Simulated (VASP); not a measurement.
NiO:

```
CELL_PARAMETERS angstrom
0.00000 2.09131 2.09131
2.09131 0.00000 2.09131
2.09131 2.09131 0.00000
ATOMIC_POSITIONS crystal
Ni 0.00000 0.00000 0.00000
O 0.50000 0.50000 0.50000
```

Base run:

| Quantity | Value |
| --- | --- |
| Program | VASP 6.6.1 |
| Functional | LDA |
| Potentials or basis | VASP PAW LDA potentials, release 64 (Ni, O) |
| Cutoff | 520 eV |
| k mesh | 8 × 8 × 8 |
| Occupations | gaussian, width 0.05 eV |
| Spin | collinear spin, ferromagnetic start |
| Starting moments | [1.0, 0.0] μB |

Its results: pressure -20.4 GPa; site moments Ni +0.60; O +0.11 μB.

Q: The run is repeated on the same cell with these changes: fixed moment from none to 4 μB; hubbard terms from none to Ni d U = 8 eV. What comes out?

A: Pressure 62.8 GPa; site moments Ni +2.52; O +1.05 μB.

Caveats: a cell with one magnetic atom can't hold antiferromagnetic order, which such compounds often take; so large a pressure means that the cell lies far from this level's equilibrium, or that cutoff or potentials fall short (some runs); the moment is held away from its start (some runs); a pressure of tens of GPa on the cell as given is suspect, and the run, the potentials or the cell itself is likely at fault (some runs); the total moment is fixed, so each spin has its own Fermi level (some runs).
